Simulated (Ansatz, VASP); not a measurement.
**Two plane-wave programs on BN**

```
CELL_PARAMETERS angstrom
0.00000 -1.81239 -1.81239
-1.81239 0.00000 -1.81239
1.81239 1.81239 -3.62479
ATOMIC_POSITIONS crystal
B 0.97647 0.01394 0.00000
B 0.52353 0.48606 0.50000
N 0.35092 0.38927 0.87500
N 0.89908 0.86073 0.37500
```

Change from the starting cell: mode 4 frozen in at -0.017 Å and mode 5 at +0.051 Å (largest displacements).

Alike in both runs: task single point; functional PBE; k mesh 6 × 6 × 6; occupations gaussian, width 0.05 eV; no spin polarisation.

|  | VASP | Ansatz |
| --- | --- | --- |
| version | VASP 6.6.1 | Ansatz 0.2.0 |
| potentials or method | VASP PAW PBE potentials, release 64 (B, N) | scalar-relativistic, plane waves, PAW |
| plane-wave cutoff (eV) | 520 | 520 |
| valence electrons in the cell | 16 | 16 |

Ansatz gave:

- gap on the k mesh at the Fermi level (eV): 4.41
- least direct gap on the mesh (eV): 6.34
- pressure (GPa): -0.1
- largest component of the traceless stress (GPa): 0.65
- rms of the force components (eV/Å): 0.330

Problem. Estimate VASP's values.

Solution. gap on the k mesh at the Fermi level (eV): 4.40; least direct gap on the mesh (eV): 6.33; pressure (GPa): 0.1; largest component of the traceless stress (GPa): 0.65; rms of the force components (eV/Å): 0.330.

Atom by atom the forces differ by 0.000 eV/Å (rms over components).

Caveats: the k mesh is coarse (spacing up to 0.48 Å⁻¹), so the values aren't converged. A k mesh can miss the band edges.
